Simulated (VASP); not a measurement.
Crystal: Te.

```
Te
1.0
     4.21816    0.00000    0.00000
    -2.10908    3.65304    0.00000
     0.00000    0.00000    5.85761
Te
3
Direct
  0.28697 0.00000 0.33333
  0.00000 0.28697 0.66667
  0.71303 0.71303 0.00000
```

The cell isn't the ideal one: a relaxed cell with its volume scaled by 0.96.

```yaml
Program: VASP 6.6.1
Task: relaxation of shape and atoms at fixed volume
Functional: LDA
Potentials_or_basis: VASP PAW LDA potentials, release 64 (Te)
Cutoff: 600 eV
k_mesh: 9 × 9 × 6
Occupations: gaussian, width 0.03 eV
Spin: no spin polarisation
```

At the start: pressure 2.6 GPa; volume 30.09 Å³/atom.

Problem. Where does the relaxation end?

Solution. Over 6 steps the energy falls by 3.5 meV/atom; space group P3_121 (No. 152, to 0.05 Å).

The path:
```csv
step,energy change (eV),largest force (eV/Å),pressure (GPa)
1,0.0000,0.1566,2.62
2,-0.0058,0.1083,2.31
3,-0.0097,0.0347,1.80
4,-0.0097,0.0325,1.79
5,-0.0101,0.0223,1.78
6,-0.0104,0.0025,1.76
```

Final structure:
```
CELL_PARAMETERS angstrom
4.19087 0.00000 0.00000
-2.09543 3.62940 0.00000
0.00000 0.00000 5.93416
ATOMIC_POSITIONS crystal
Te 0.29381 0.00000 0.33333
Te 0.00000 0.29381 0.66667
Te 0.70619 0.70619 0.00000
```
